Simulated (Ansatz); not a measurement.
# FeSi: the cost of one run

Method: reference: DFT r2SCAN, plane waves, PAW, scalar-relativistic, no spin polarisation, in Ansatz 0.2.0.

**1. The system as given**

It takes space group Cmcm (No. 63, orthorhombic). Conventional cell: a = 3.973 Å, b = 9.426 Å, c = 3.264 Å, α = 90.00°, β = 90.00°, γ = 90.00°. Around Fe (site symmetry m2m) lie 7 Si at 2.67 to 2.81 Å. Si (site symmetry m2m) has 2 Si at 2.01 Å and 7 Fe at 2.67 to 2.81 Å as nearest neighbours.

Structure file:

```
CELL_PARAMETERS angstrom
3.97294 0.00000 0.00000
1.98647 -4.71292 0.00000
0.00000 0.00000 -3.26416
ATOMIC_POSITIONS crystal
Fe 0.14000 0.72000 0.75000
Fe 0.86000 0.28000 0.25000
Si 0.43800 0.12400 0.75000
Si 0.56200 0.87600 0.25000
```

**2. Reference**

input.yaml reads:

```yaml
crystal:
  lattice:
    - [3.97293506, 0.0, 0.0]
    - [1.98646753, -4.71292167, 0.0]
    - [0.0, 0.0, -3.26415932]
  atoms:
    - { symbol: Fe, position: [0.14, 0.72, 0.75] }
    - { symbol: Fe, position: [0.86, 0.28, 0.25] }
    - { symbol: Si, position: [0.438, 0.124, 0.75] }
    - { symbol: Si, position: [0.562, 0.876, 0.25] }
  symmetry: { tolerance: 0.0003 }
kpoints:
  mp_grid: { grid: [5, 5, 6], shift: [0, 0, 0] }
magnetization:
  spin_polarized: false
scf:
  occupations: { method: fermi_dirac }
hamiltonian:
  pseudopotentials: { kind: paw }
  xc: r2scan
basis:
  ecutwfc: 500
output:
  forces: true
  stress: true
  eigenvalues: true
  write_density: true
  write_potential: true
  elf: true
  volumetric_format: npy
```

The run is started by

```bash
$ ansatz run input.yaml --threads 1 --pin off --max-ram 2560MiB --backend cpu --events-out ev --progress --plain --runs-dir out
```

**Question.** How long does this run take on 1 thread of Arm Neoverse V2, shared host, and how much memory does it need?

About 9.5 s, with a peak of 0.47 GiB.
